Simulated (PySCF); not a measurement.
Isomers of C5H12, one GFN2-xTB conformer each. Single-point energies are computed at PBE0/pcSseg-1 (PySCF, gas phase, no added dispersion term), electronic only.

```tsv
SMILES	GFN2-xTB relative energy (kcal/mol)
CCC(C)C	3.1
CC(C)(C)C	0.0
CCCCC	3.9
```

Conformers: `[CH3:1][CH2:2][CH:3]([CH3:4])[CH3:5]` with C1–C2–C3–C4 67°; `[CH3:1][CH2:2][CH2:3][CH2:4][CH3:5]` with C1–C2–C3–C4 180°, C2–C3–C4–C5 180°.

Task: What does PBE0/pcSseg-1 give for the same structures?

Result: 
| SMILES | PBE0/pcSseg-1 E (Eh) | PBE0/pcSseg-1 (kcal/mol) | GFN2-xTB (kcal/mol) | point group |
| --- | --- | --- | --- | --- |
| CC(C)(C)C | -197.49206 | 0.0 | 0.0 | Td |
| CCC(C)C | -197.48863 | 2.2 | 3.1 | C1 |
| CCCCC | -197.48825 | 2.4 | 3.9 | C2v |

Both levels put the same isomer lowest; measured from each level's own lowest isomer, the values differ by up to 1.5 kcal/mol (CCCCC: 3.9 against 2.4). As drawn, the lowest has a quaternary carbon, which the highest lacks. Neighbours under 2.5 kcal/mol apart (CC(C)(C)C and CCC(C)C; CCC(C)C and CCCCC) can change places with a better method, another conformer or zero-point energy.

Task: Which frontier levels, dipoles and rotational constants go with these structures?

Result: 
| SMILES | HOMO (eV, PBE0/pcSseg-1) | LUMO (eV) | dipole (D) | A, B, C (MHz) |
| --- | --- | --- | --- | --- |
| CC(C)(C)C | -9.00 | 1.32 | 0.00 | 4483, 4481, 4478 |
| CCC(C)C | -8.83 | 1.53 | 0.08 | 7364, 3388, 2599 |
| CCCCC | -8.81 | 1.59 | 0.07 | 17032, 1974, 1871 |

Task: As an exercise, what shares would exp(−E/RT) give at 500 K from these electronic energies alone (no entropy, no degeneracies)?

Result: RT = 0.994 kcal/mol: CC(C)(C)C 83.0 %, CCC(C)C 9.5 %, CCCCC 7.5 %.
